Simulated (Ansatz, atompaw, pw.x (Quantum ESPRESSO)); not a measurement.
**Ru (Z = 44) (fcc): variants of one PAW (atompaw) potential in the solid**

```
Element                 : Ru (Z = 44)
Generator               : atompaw 4.2.0.5
Type                    : PAW
Functional              : LDA (PW92)
Relativity              : scalar-relativistic
Frozen core             : [Ar] 3d10
Valence charge          : 16
Reference configuration : 4s2 4p6 4d7 5s1 5p0
Partial waves           : 4s (bound): rc 1.40 bohr; 5s (bound): rc 1.55 bohr; 4p (bound): rc 1.20 bohr; 5p (bound, empty): rc 2.45 bohr; 4d (bound): rc 2.45 bohr; 4d channel at 0.05 Ry: rc 2.45 bohr
Local potential         : bessel scheme, radius 1.85 bohr
Core correction         : smooth core density matched at 2.40 bohr
Augmentation charge     : sinc compensation charge, radius 1.85 bohr; PAW radius 2.45 bohr; waves and projectors: custom rrkj gramschmidtortho
```

Crystal test: fcc Ru in pw.x 7.5, no spin, 15³ k-points, Fermi–Dirac smearing 0.01 Ry, cutoffs set for each file from its atomic test. The reference is all-electron LAPW (Ansatz 0.2.0) with the same functional, mesh and smearing; V0 and B0 come from Birch–Murnaghan fits to the pressures at five volumes. Errors are pseudo minus all-electron; Δ is the rms difference of the E(V) curves that follow from these fits, minima aligned, over ±6 % about the mean V0. Mesh and smearing are coarse, so the numbers serve the comparison and aren't converged zero-temperature values; the lattice is a test structure that the element need not adopt.

All-electron: a0 = 3.748 Å (V0 = 13.16 Å³/atom), B0 = 357.6 GPa.

```tsv
change	cutoffs (Ry)	pw.x	a0 (Å)	a0 error (%)	B0 error (%)	Δ (meV/atom)	mean pressure error (GPa)
base	120/900	converged	3.760	+0.31	+0.0	9.7	+3.52
wave 4d channel at 0.05 Ry: rc 2.45 bohr becomes 4d channel at -0.25 Ry: rc 2.45 bohr	120/900	converged	3.759	+0.30	-0.0	9.5	+3.43
wave 4d channel at 0.05 Ry: rc 2.45 bohr becomes 4d channel at -0.03 Ry: rc 2.45 bohr	120/900	converged	3.760	+0.31	-0.1	9.6	+3.48
wave 4d channel at 0.05 Ry: rc 2.45 bohr becomes 4d channel at 0.69 Ry: rc 2.45 bohr	120/900	converged	3.760	+0.31	-0.0	9.6	+3.48
wave 4d channel at 0.05 Ry: rc 2.45 bohr becomes 4d channel at 2.6 Ry: rc 2.45 bohr	120/900	converged	3.775	+0.71	-1.4	22.1	+8.10
```

(1) Give the row for: wave 4d channel at 0.05 Ry: rc 2.45 bohr becomes 4d channel at 5.45 Ry: rc 2.45 bohr.

Results:

(1) pw.x: converged; mean pressure error (GPa): +3.40; a0 (Å): 3.759; a0 error (%): +0.30; B0 error (%): -0.2; Δ (meV/atom): 9.4.
